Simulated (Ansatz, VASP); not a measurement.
# SnTe: programs and potentials compared

The starting cell:

```xyz
2
Lattice="0.0000 3.1509 3.1509 3.1509 0.0000 3.1509 3.1509 3.1509 0.0000" Properties=species:S:1:pos:R:3 pbc="T T T"
Te    3.1509    3.1509    3.1509
Sn    0.0000    0.0000    0.0000
```

Alike in all runs: task relaxation of cell and atoms; functional BLYP; k mesh 7 × 7 × 7; occupations fermi-dirac, width 0.05 eV; no spin polarisation; no spin-orbit coupling.

| program and potentials | plane-wave cutoff (eV) | notes | equilibrium volume (Å³/atom) |
| --- | --- | --- | --- |
| Ansatz, Ansatz PAW | 420 | potentials made for PBE, which Ansatz adapts in part; 15 valence electrons an atom on average | 35.88 |
| VASP, PBE PAW files Sn_d, Te, 600 eV | 600 | potentials made for PBE; 10 valence electrons an atom on average | 35.93 |
| Ansatz, all-electron LAPW, scalar-relativistic | - | - | 35.89 |

The equilibrium volume spans 35.88 (Ansatz, Ansatz PAW) to 35.93 Å³/atom (VASP, PBE PAW files Sn_d, Te, 600 eV), with all-electron results at 35.89. Some sets were made for another functional than the one run, which can shift their rows. Relaxations stop with a little pressure left, so the last digit of a volume isn't settled.

The functional is the same throughout but for its coding, so the spread measures potentials, basis and numerics; runs on potential files found faulty are left out.

The three runs agree closely on the volume of rocksalt SnTe, with both PAW sets next to the all-electron 35.89 Å³/atom. Treating 10 or 15 valence electrons an atom makes little visible difference, which suggests that the additional shells are too deep and compact to take much part in the bonding. That bonding rests mainly on Sn 5p and Te 5p states, with the Sn 5s pair mixing into the upper valence band.

The shared value is nevertheless well above the measured volume. Since the all-electron run shows the same expansion, the likely cause is BLYP itself: its correlation part misses the uniform-electron-gas limit, and its exchange gradient correction tends to underbind solids of heavy atoms with diffuse valence shells. Agreement here therefore supports the potentials, not the predicted lattice constant. Nor does it test the polar distortion of SnTe, because in the undistorted starting cell the forces on both atoms vanish by symmetry.
